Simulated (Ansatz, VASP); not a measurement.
**Two plane-wave programs on Al2Cu**

Contents of INCAR:

```
PREC     = Accurate       # precision mode
ENCUT    = 600            # plane-wave cutoff, eV
EDIFF    = 1E-6           # SCF threshold, eV
ISMEAR   = 0              # smearing method
SIGMA    = 0.1            # smearing width, eV
LREAL    = False          # projectors in reciprocal space
LASPH    = True           # aspherical terms in the spheres
NELM     = 100            # most SCF steps
ALGO     = Normal         # electronic algorithm
ISIF     = 3              # what is computed and relaxed
LWAVE    = False          # write WAVECAR
LCHARG   = False          # write CHGCAR
GGA      = PE             # functional
IBRION   = 2              # ionic algorithm
NSW      = 70             # ionic steps
EDIFFG   = -0.02          # ionic threshold
```

File KPOINTS:

```
Automatic mesh
0
Gamma
  16 16 16
```

POSCAR

```
Al2Cu
1.0
   -2.0303375700      2.0303375700      2.8510940100
    2.0303375700     -2.0303375700      2.8510940100
    2.0303375700      2.0303375700     -2.8510940100
Al Cu
2 1
Direct
    0.7500000000      0.2500000000      0.5000000000
    0.2500000000      0.7500000000      0.5000000000
    0.5000000000      0.5000000000      0.0000000000
```

Input for Ansatz:

```yaml
crystal:
  lattice:
    - [-2.03033757, 2.03033757, 2.85109401]
    - [2.03033757, -2.03033757, 2.85109401]
    - [2.03033757, 2.03033757, -2.85109401]
  atoms:
    - { symbol: Al, position: [0.75, 0.25, 0.5] }
    - { symbol: Al, position: [0.25, 0.75, 0.5] }
    - { symbol: Cu, position: [0.5, 0.5, 0.0] }
basis:
  ecutwfc: 420
kpoints:
  mp_grid: { grid: [16, 16, 16] }
hamiltonian:
  xc: pbe
scf:
  occupations: { method: gaussian, width: 0.1 }
output:
  forces: true
  stress: true
  eigenvalues: true
relax:
  adjacent_minimum: "off"
  f_tol: 0.02
  max_steps: 50
  cell: { stress_tol: 0.1 }
```

The cell comes from a database or a generator and needn't be the stable form of this composition.

Alike in both runs: task relaxation of cell and atoms; functional PBE; k mesh 16 × 16 × 16; occupations gaussian, width 0.1 eV; no spin polarisation.

|  | VASP | Ansatz |
| --- | --- | --- |
| version | VASP 6.6.1 | Ansatz 0.2.0 |
| potentials or method | VASP PAW PBE potentials, release 64 (Al, Cu) | scalar-relativistic, plane waves, PAW |
| plane-wave cutoff (eV) | 600 | 420 |
| valence electrons in the cell | 17 | 25 |

```tsv
	VASP	Ansatz	Ansatz less VASP
gap on the k mesh at the Fermi level, each at its own relaxed structure (eV)	none	none	-
relaxed volume (Å³/atom)	16.15	16.11	-0.035
relaxed cell length with the largest relative difference (Å)	4.092	4.089	-0.0030
energy change over the relaxation (meV/atom)	-5	-4	+0.5
```

A gap of «none» marks a metal or a gap that the smearing closes. The two sets of potentials don't hold the same shells in valence.
